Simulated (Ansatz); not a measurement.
BeSe: excitons and shallow donors from band masses and screening

Theory: DFT PBE, scalar-relativistic, plane waves, PAW in Ansatz 0.2.0.

Cutoff 420 eV; k points 8×8×8 on the computed 2-atom cell (Γ-centred); Gaussian smearing, width 0.02 eV; no spin polarisation.

Relaxed cell: F-43m, a = 5.178 Å, b = 5.178 Å, c = 5.178 Å, α = 90.00°, β = 90.00°, γ = 90.00°, 2 atoms in the primitive cell.

The calculation gives a Kohn–Sham gap of 2.67 eV, an electron mass of 0.353 mₑ and a hole mass of 0.358 mₑ (harmonic means over x, y, z and over the bands degenerate at each edge), and ε∞ = 6.44 (independent particles, mean of the diagonal). The masses depend on direction at the band edges, which the isotropic model averages.

Q: Estimate the binding energy and radius of a Wannier–Mott exciton and of a shallow donor, and say whether the hydrogenic model can hold.

A: The reduced mass is μ = mₙmₕ/(mₙ + mₕ) = 0.178 mₑ, with mₙ and mₕ the band masses. With E_b = 13.606 eV × μ/ε² and a = 0.529 Å × ε/μ (μ in mₑ) the exciton has E_b = 58 meV and a = 19.2 Å. For a donor μ is the electron mass: 116 meV and 9.7 Å. The exciton's radius is 5 times the shortest lattice vector (3.66 Å), so the continuum picture is reasonable. In a polar crystal the ions screen too, so a state bound more weakly than an optical phonon feels the larger static constant, which lowers the energy and widens the orbit. The other way, the small Kohn–Sham gap and the missing local fields make ε∞ too large and the masses tend to be too light, which underbinds. The edges lie at different points of the zone, so the exciton is indirect.

Cost: 4 runs of about 0.63 core-minutes in all, on Arm Neoverse V2 (shared hosts).